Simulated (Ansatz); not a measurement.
Take GeO₂ in the rutile structure (space group P4_2/mnm, No. 136; a = 4.4875 Å, c = 2.9050 Å) as the base. Axes: x, y, z lie along a, b, c of the conventional cell.

(Cell as relaxed with PBE.)

Levels (all Ansatz, a first-principles code, PAW): PBE (420 eV, no spin-orbit coupling); r2SCAN (500 eV, scalar-relativistic without spin-orbit coupling).

Each level relaxes its own structure.

| base | PBE | r2SCAN |
|---|---|---|
| volume per atom | 9.75 Å³ | 9.31 Å³ |
| lattice parameter a | 4.488 Å | 4.411 Å |
| band gap | 1.23 eV | 2.51 eV |

One thing is altered: the symmetric strain tensor [-0.0171 -0.0036 -0.0013; -0.0036 0.0039 -0.0152; -0.0013 -0.0152 0.0007]; the atoms relax in the strained cell.

```json
[
 {"quantity": "valence-band top at Γ (three highest levels, from the VBM)", "PBE": "0.00, -0.72, -0.83 eV", "r2SCAN": "(withheld)"},
 {"quantity": "electron mass", "PBE": "0.24 mₑ along x, 0.22 mₑ along y, 0.19 mₑ along z (at Γ)", "r2SCAN": "(withheld)"},
 {"quantity": "gap character", "PBE": "direct at Γ", "r2SCAN": "(withheld)"}
]
```

Problem. Given the PBE results, estimate those of r2SCAN.

Solution. 
- valence-band top at Γ (three highest levels, from the VBM), r2SCAN: 0.00, -0.75, -0.86 eV
- electron mass, r2SCAN: 0.30 mₑ along x, 0.28 mₑ along y, 0.23 mₑ along z (at Γ)
- gap character, r2SCAN: direct at Γ

The two agree on the gap character. Neither level is exact; r2SCAN is the comparison here, not a measurement.

Masses are band curvatures over ±0.01 Å⁻¹ around the edge. No phonon test of stability was made. k-point labels follow each cell's own Brillouin zone.
